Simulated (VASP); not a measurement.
Input of a VASP 6.6.1 run:

The input INCAR:

```
PREC = Accurate ; ENCUT = 600
EDIFF = 1E-6 ; ISMEAR = -1
SIGMA = 0.05 ; LREAL = False
LASPH = True ; NELM = 100
ALGO = Normal ; ISIF = 3
LWAVE = False ; LCHARG = False
GGA = RE ; IBRION = 2
NSW = 60 ; EDIFFG = -0.005
```

Contents of KPOINTS:

```
Automatic mesh
0
Gamma
  10 10 10
```

POSCAR

```
Lu
1.0
   -1.9541071088      1.9541071088      1.9541071088
    1.9541071088     -1.9541071088      1.9541071088
    1.9541071088      1.9541071088     -1.9541071088
Lu
1
Direct
    0.0000000000      0.0000000000      0.0000000000
```

Potentials or basis: VASP PAW PBE potentials, release 64 (Lu).

Command:

```bash
$ cat potpaw_PBE.64/Lu/POTCAR > POTCAR
$ mpirun -np 1 vasp_std > vasp.out
```

(1) What does it give for the relaxed volume?

(2) What does it give for the relaxed cell?

Answers

(1) 30.73 Å³/atom.

(2) a = 3.418 Å, b = 3.418 Å, c = 3.418 Å, α = 109.47°, β = 109.47°, γ = 109.47°.

Caveat: the PAW data sets were made with another functional, which shifts forces and pressure a little.
